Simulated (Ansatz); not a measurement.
Consider a crystal of Zr₄C in space group F-43m (No. 216), with Zr on 16e; C on 4a.

Theory: DFT PBE, scalar-relativistic, plane waves, PAW in Ansatz. Cutoff 420 eV, Γ-centred mesh, Gaussian smearing, no spin polarisation.

Formation energies are uncorrected and refer to the elements' standard structures at the same level.

Question: Predict the relaxed structure.

Answer:

Space group F-43m (No. 216). a = 7.901 Å, b = 7.901 Å, c = 7.901 Å, α = 90.00°, β = 90.00°, γ = 90.00°
```tsv
atom	site	symmetry	x	y	z
Zr	16e	.3m	0.8743	0.3743	0.1257
C	4a	-43m	0.0000	0.0000	0.0000
```

Zr is surrounded by 6 Zr at 2.78–2.81 Å and 3 C at 3.27 Å; C is surrounded by 12 Zr at 3.27 Å. Another local minimum with the same sites may exist.

Question: Where does its energy lie, and is it a metal?

Answer: The formation energy is +1.97 eV/atom and the gap on the 8×8×8 mesh of the 5-atom cell is 0 eV (a metal). It can't be a ground state, since the elements alone are lower.

The last run used Gaussian smearing of 0.10 eV. The reference form of C is held partly by dispersion forces, which this level lacks. Symmetry constrained the relaxation, so the result can be a saddle point.
